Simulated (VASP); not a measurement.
# Na (Cmce) in VASP: single point with r2SCAN

Aim: the single point of Na with r2SCAN.

All numbers are computed with VASP 6.6.1; they aren't measurements. Logs are shortened: lines on timing, memory, paths and dates and some standing lists are left out, and cuts for length are marked.

## (1) The structure

Symmetry: Cmce, No. 64, orthorhombic system. Conventional cell: a = 5.682 Å, b = 9.630 Å, c = 5.690 Å, α = 90.00°, β = 90.00°, γ = 90.00°. Around Na (site symmetry m) lie 7 Na at 3.07 to 3.52 Å.

The cell was built by a generator and needn't be a form met in nature.

## (2) Single point, r2SCAN

Input file POSCAR:

```
Na
1.0
    2.8410634178     -4.8150756238      0.0000000000
    2.8410634178      4.8150756238      0.0000000000
    0.0000000000      0.0000000000      5.6896850330
Na
4
Direct
    0.1525000000      0.8475000000      0.0785000000
    0.6525000000      0.3475000000      0.4215000000
    0.8475000000      0.1525000000      0.9215000000
    0.3475000000      0.6525000000      0.5785000000
```

Input file INCAR.step1:

```
ALGO = Normal
EDIFF = 1E-4
ENCUT = 520
GGA = PE
ISMEAR = 0
LASPH = T
LCHARG = F
LREAL = F
LWAVE = T
NBANDS = 22
NELM = 60
PREC = Accurate
SIGMA = 0.1
```

Input file INCAR.step2:

```
ALGO = Normal
EDIFF = 1E-7
ENCUT = 520
ISIF = 2
ISMEAR = 0
ISTART = 1
LASPH = T
LCHARG = F
LMIXTAU = T
LREAL = F
LWAVE = F
METAGGA = R2SCAN
NBANDS = 22
NELM = 60
PREC = Accurate
SIGMA = 0.1
```

Input file KPOINTS:

```
k-points
0
Gamma
  4 4 4
```

Potentials or basis: VASP PAW PBE potentials, release 64 (Na_pv).

Started as:

```
> cat potpaw_PBE.64/Na_pv/POTCAR > POTCAR
> cp INCAR.step1 INCAR
> mpirun -np 1 vasp_std > vasp.out
> cp INCAR.step2 INCAR
> mpirun -np 1 vasp_std > vasp.out
```

OUTCAR:

```text
EDIFF = 1E-7
   ENCUT = 520
   ISIF = 2
   ISMEAR = 0
   ISTART = 1
   LASPH = T
   LREAL = F
   METAGGA = R2SCAN
   NELM = 60
   PREC = Accurate

 ion  position               nearest neighbor table
   1  0.153  0.847  0.078-
   2  0.653  0.347  0.422-
   3  0.847  0.153  0.922-
   4  0.347  0.653  0.578-

  LATTYP: Found a base centered orthorhombic cell.
 ALAT       =     5.6821268356
 B/A-ratio  =     1.6948145521
 C/A-ratio  =     1.0013301705

  Lattice vectors:

 A1 = (   2.8410634178,  -4.8150756238,   0.0000000000)
 A2 = (   2.8410634178,   4.8150756238,   0.0000000000)
 A3 = (   0.0000000000,   0.0000000000,   5.6896850330)

Analysis of symmetry for initial positions (statically):
=====================================================================
 Subroutine PRICEL returns:
 Original cell was already a primitive cell.

 Routine SETGRP: Setting up the symmetry group for a
 base centered orthorhombic supercell.

 Subroutine GETGRP returns: Found  8 space group operations
 (whereof  4 operations were pure point group operations)
 out of a pool of  8 trial point group operations.

The static configuration has the point symmetry C_2h.
 The point group associated with its full space group is D_2h.

Analysis of symmetry for dynamics (positions and initial velocities):
=====================================================================
 Subroutine PRICEL returns:
 Original cell was already a primitive cell.

 Routine SETGRP: Setting up the symmetry group for a
 base centered orthorhombic supercell.

 Subroutine GETGRP returns: Found  8 space group operations
 (whereof  4 operations were pure point group operations)
 out of a pool of  8 trial point group operations.

The dynamic configuration has the point symmetry C_2h.
 The point group associated with its full space group is D_2h.

 Subroutine INISYM returns: Found  8 space group operations
 (whereof  4 operations are pure point group operations),
 and found     1 'primitive' translations

----------------------------------------------------------------------------------------

                                     Primitive cell

  volume of cell :     155.6690

  direct lattice vectors                    reciprocal lattice vectors
     2.841063418 -4.815075624  0.000000000     0.175990440 -0.103840529  0.000000000
     2.841063418  4.815075624  0.000000000     0.175990440  0.103840529  0.000000000
     0.000000000  0.000000000  5.689685033     0.000000000  0.000000000  0.175756653

  length of vectors
     5.590759752  5.590759752  5.689685033     0.204341602  0.204341602  0.175756653

  position of ions in fractional coordinates (direct lattice)
     0.152500000  0.847500000  0.078500000
     0.652500000  0.347500000  0.421500000
     0.847500000  0.152500000  0.921500000
     0.347500000  0.652500000  0.578500000

  ion indices of the primitive-cell ions
   primitive index   ion index
                 1           1
                 2           2
                 3           3
                 4           4

----------------------------------------------------------------------------------------

 KPOINTS: k-points

Automatic generation of k-mesh.
 Grid dimensions read from file:
 generate k-points for:    4    4    4

 Generating k-lattice:

  Cartesian coordinates                     Fractional coordinates (reciprocal lattice)
     0.043997610 -0.025960132  0.000000000     0.250000000  0.000000000  0.000000000
     0.043997610  0.025960132  0.000000000     0.000000000  0.250000000  0.000000000
     0.000000000  0.000000000  0.043939163     0.000000000  0.000000000  0.250000000

  Length of vectors
     0.051085401  0.051085401  0.043939163

  Shift w.r.t. Gamma in fractional coordinates (k-lattice)
     0.000000000  0.000000000  0.000000000

 Subroutine IBZKPT returns following result:
 ===========================================

 Found     21 irreducible k-points:

 Following reciprocal coordinates:
            Coordinates               Weight
  0.000000  0.000000  0.000000      1.000000
  0.250000  0.000000  0.000000      4.000000
  0.500000  0.000000  0.000000      2.000000
  0.250000  0.250000  0.000000      2.000000
  0.500000  0.250000  0.000000      4.000000
 -0.250000  0.250000  0.000000      2.000000
[... 13 lines left out ...]
 -0.250000  0.250000  0.500000      2.000000
  0.500000  0.500000  0.500000      1.000000
   k-points           NKPTS =     21   k-points in BZ     NKDIM =     21   number of bands    NBANDS=     22
   number of dos      NEDOS =    301   number of ions     NIONS =      4
   total plane-waves  NPLWV =  74088
   dimension x,y,z NGX =    42 NGY =   42 NGZ =   42
   dimension x,y,z NGXF=    84 NGYF=   84 NGZF=   84
   ions per type =               4
   NGX,Y,Z   is equivalent  to a cutoff of  12.49, 12.49, 12.27 a.u.
   NGXF,Y,Z  is equivalent  to a cutoff of  24.98, 24.98, 24.54 a.u.
 SYSTEM =  unknown system
   PREC   = accura    normal or accurate (medium, high low for compatibility)
   ISTART =      1    job   : 0-new  1-cont  2-samecut
   ICHARG =      0    charge: 1-file 2-atom 10-const
   ISPIN  =      1    spin polarized calculation?
   LNONCOLLINEAR =      F non collinear calculations
   LSORBIT =      F    spin-orbit coupling
   LASPH  =      T    aspherical Exc in radial PAW
   ENCUT  =  520.0 eV  38.22 Ry    6.18 a.u.  10.40 10.40 10.58*2*pi/ulx,y,z
   NELM   =     60;   NELMIN=  2; NELMDL=  0     # of ELM steps
   EDIFF  = 0.1E-06   stopping-criterion for ELM
   LREAL  =      F    real-space projection
   EDIFFG = 0.1E-05   stopping-criterion for IOM
   NSW    =      0    number of steps for IOM
   IBRION =     -1    ionic relax: 0-MD 1-quasi-New 2-CG
   NFREE  =      0    steps in history (QN), initial steepest desc. (CG)
   ISIF   =      2    stress and relaxation
   ISYM   =      2    0-nonsym 1-usesym 2-fastsym
   POTIM  = 0.5000    time-step for ionic-motion
   TEBEG  =    0.0;   TEEND  =   0.0 temperature during run
   PSTRESS=    0.0 pullay stress
   NELECT =      28.0000    total number of electrons
   NUPDOWN=      -1.0000    fix difference up-down
   EMIN   =  10.00;   EMAX   =-10.00  energy-range for DOS
   EFERMI =   0.00;   METHOD = LEGACY
   ISMEAR =     0;   SIGMA  =   0.10  broadening in eV -4-tet -1-fermi 0-gaus
   EFERMI_NEDOS =   21; number of points for ismear=-14 and -15
   IALGO  =     38    algorithm
   IMIX   =      4    mixing-type and parameters
     AMIX     =   0.40;   BMIX     =  1.00
     AMIX_MAG =   1.60;   BMIX_MAG =  1.00
  volume/ion in A,a.u.               =      38.92       262.63
  Fermi-wavevector in a.u.,A,eV,Ry     =   0.924117  1.746327 11.619259  0.853991
  Thomas-Fermi vector in A             =   2.049827
   LORBIT       =      0    0 simple, 1 ext, 2 COOP (PROOUT), +10 PAW based schemes
   METAGGA = R2SCAN    functional components
   LHFCALC =     F    Hartree Fock is set to
   AEXX    =    0.0000 exact exchange contribution
   IVDW    =     0    specifies the selected vdW correction
   LEPSILON=     F    determine dielectric tensor
   LRPA    =     F    only Hartree local field effects (RPA)
 non-spin polarized calculation
 Gauss-broadening in eV      SIGMA  =   0.10
  energy-cutoff  :      520.00
  volume of cell :      155.67
 maximum number of plane-waves:      4230
 NGX is ok and might be reduce to    42
   NGX = 21   NGY = 21   NGZ = 21

 number of electron      28.0000015 magnetization

 Free energy of the ion-electron system (eV)
  ---------------------------------------------------
  ext. energy  EPLUGINS =         0.00000000
  ---------------------------------------------------
  free energy    TOTEN  =       -13.38199619 eV

  energy without entropy =      -13.36316313  energy(sigma->0) =      -13.37257966

 E-fermi :   0.1115     XC(G=0):  -6.7797

 val. band max:        0.0736168462   @ k =  -0.2500   0.2500   0.2500
 cond. band min:       0.2141185460   @ k =   0.5000   0.2500   0.2500
 fundamental gap:      0.1405016999
 Fermi energy:         0.1114789630

 k-point     1 :       0.0000    0.0000    0.0000
  band No.  band energies     occupation
      1     -26.1213      2.00000
      2     -26.1081      2.00000
      3     -26.0838      2.00000
      4     -26.0836      2.00000
      5     -26.0655      2.00000
      6     -26.0647      2.00000
[... 14 lines left out ...]
     21       4.1101      0.00000
     22       6.9905      0.00000

 k-point     2 :       0.2500    0.0000    0.0000
  band No.  band energies     occupation
      1     -26.1193      2.00000
      2     -26.1095      2.00000
      3     -26.0840      2.00000
      4     -26.0802      2.00000
      5     -26.0763      2.00000
      6     -26.0572      2.00000
[... 14 lines left out ...]
     21       5.4347      0.00000
     22       6.2941      0.00000

 k-point     3 :       0.5000    0.0000    0.0000
  band No.  band energies     occupation
      1     -26.1143      2.00000
      2     -26.1143      2.00000
      3     -26.0832      2.00000
      4     -26.0832      2.00000
      5     -26.0680      2.00000
      6     -26.0680      2.00000
[... 14 lines left out ...]
     21       6.4608      0.00000
     22       6.4608      0.00000

 k-point     4 :       0.2500    0.2500    0.0000
  band No.  band energies     occupation
      1     -26.1180      2.00000
      2     -26.1099      2.00000
      3     -26.0850      2.00000
      4     -26.0819      2.00000
      5     -26.0701      2.00000
      6     -26.0659      2.00000
[... 14 lines left out ...]
     21       4.7159      0.00000
     22       5.3784      0.00000

 k-point     5 :       0.5000    0.2500    0.0000
  band No.  band energies     occupation
      1     -26.1135      2.00000
      2     -26.1132      2.00000
      3     -26.0824      2.00000
      4     -26.0789      2.00000
      5     -26.0783      2.00000
      6     -26.0660      2.00000
[... 14 lines left out ...]
     21       4.6548      0.00000
     22       5.0190      0.00000

 k-point     6 :      -0.2500    0.2500    0.0000
  band No.  band energies     occupation
      1     -26.1175      2.00000
      2     -26.1098      2.00000
      3     -26.0877      2.00000
      4     -26.0788      2.00000
      5     -26.0690      2.00000
      6     -26.0607      2.00000
[... 14 lines left out ...]
     21       5.2310      0.00000
     22       6.1858      0.00000

 k-point     7 :       0.5000    0.5000    0.0000
  band No.  band energies     occupation
      1     -26.1125      2.00000
      2     -26.1115      2.00000
      3     -26.0908      2.00000
      4     -26.0720      2.00000
      5     -26.0711      2.00000
      6     -26.0691      2.00000
[... 249 lines left out ...]
      6     -26.0650      2.00000
[... 14 lines left out ...]
     21       8.5254      0.00000
     22       8.5254      0.00000

 k-point    18 :       0.2500    0.2500    0.5000
  band No.  band energies     occupation
      1     -26.1170      2.00000
      2     -26.1170      2.00000
      3     -26.0782      2.00000
      4     -26.0782      2.00000
      5     -26.0706      2.00000
      6     -26.0706      2.00000
[... 14 lines left out ...]
     21       6.4715      0.00000
     22       6.4715      0.00000

 k-point    19 :       0.5000    0.2500    0.5000
  band No.  band energies     occupation
      1     -26.1153      2.00000
      2     -26.1153      2.00000
      3     -26.0799      2.00000
      4     -26.0799      2.00000
      5     -26.0692      2.00000
      6     -26.0692      2.00000
[... 14 lines left out ...]
     21       6.0795      0.00000
     22       6.0795      0.00000

 k-point    20 :      -0.2500    0.2500    0.5000
  band No.  band energies     occupation
      1     -26.1152      2.00000
      2     -26.1152      2.00000
      3     -26.0777      2.00000
      4     -26.0777      2.00000
      5     -26.0717      2.00000
      6     -26.0717      2.00000
[... 14 lines left out ...]
     21       6.2675      0.00000
     22       6.2675      0.00000

 k-point    21 :       0.5000    0.5000    0.5000
  band No.  band energies     occupation
      1     -26.1137      2.00000
      2     -26.1137      2.00000
      3     -26.0797      2.00000
      4     -26.0797      2.00000
      5     -26.0693      2.00000
      6     -26.0693      2.00000
[... 14 lines left out ...]
     21       8.3713      0.00000
     22       8.3713      0.00000

------------------------ aborting loop because EDIFF is reached ----------------------------------------

  FORCE on cell =-STRESS in cart. coord.  units (eV):
  Direction    XX          YY          ZZ          XY          YZ          ZX
  --------------------------------------------------------------------------------------
  -------------------------------------------------------------------------------------
  Total        0.6771593      0.9124388      0.5974514      0.0000000      0.0000000      0.0000000
  in kB        6.9694611      9.3910045      6.1490903      0.0000000      0.0000000      0.0000000
  external PRESSURE =       7.5031853 kB  Pullay stress =       0.0000000 kB

 VOLUME and BASIS-vectors are now :
 -----------------------------------------------------------------------------
  energy-cutoff  :      520.00
  volume of cell :      155.67
      direct lattice vectors                 reciprocal lattice vectors
     2.841063418 -4.815075624  0.000000000     0.175990440 -0.103840529  0.000000000
     2.841063418  4.815075624  0.000000000     0.175990440  0.103840529  0.000000000
     0.000000000  0.000000000  5.689685033     0.000000000  0.000000000  0.175756653

 POSITION                                       TOTAL-FORCE (eV/Angst)
 -----------------------------------------------------------------------------------
      2.84106      3.34648      0.44664         0.000000     -0.047137     -0.024365
      2.84106     -1.46860      2.39820         0.000000     -0.047137      0.024365
      2.84106     -3.34648      5.24304         0.000000      0.047137      0.024365
      2.84106      1.46860      3.29148         0.000000      0.047137     -0.024365
 -----------------------------------------------------------------------------------
    total drift:                                0.000000      0.000000     -0.000000

  FREE ENERGIE OF THE ION-ELECTRON SYSTEM (eV)
  ---------------------------------------------------
  free  energy   TOTEN  =       -13.3819961935 eV

  energy  without entropy=      -13.3631631343  energy(sigma->0) =      -13.37257966
```

Run time: 3.5 min. Hardware: 1 thread of Intel Xeon Platinum 8488C (Sapphire Rapids), shared host; peak memory 0.29 GiB.

What came out:

```yaml
Free_energy: -13.3820 eV
Pressure: 0.8 GPa
Largest_force: 0.053 eV/Å
Band_gap_on_the_k_mesh: none (metal or under the smearing width)
```

Forces in eV/Å, atoms in the order of the input:
```
Na   0.000 -0.047 -0.024
Na   0.000 -0.047  0.024
Na   0.000  0.047  0.024
Na   0.000  0.047 -0.024
```

Caveat: the PAW data sets were made with another functional, which shifts forces and pressure a little.
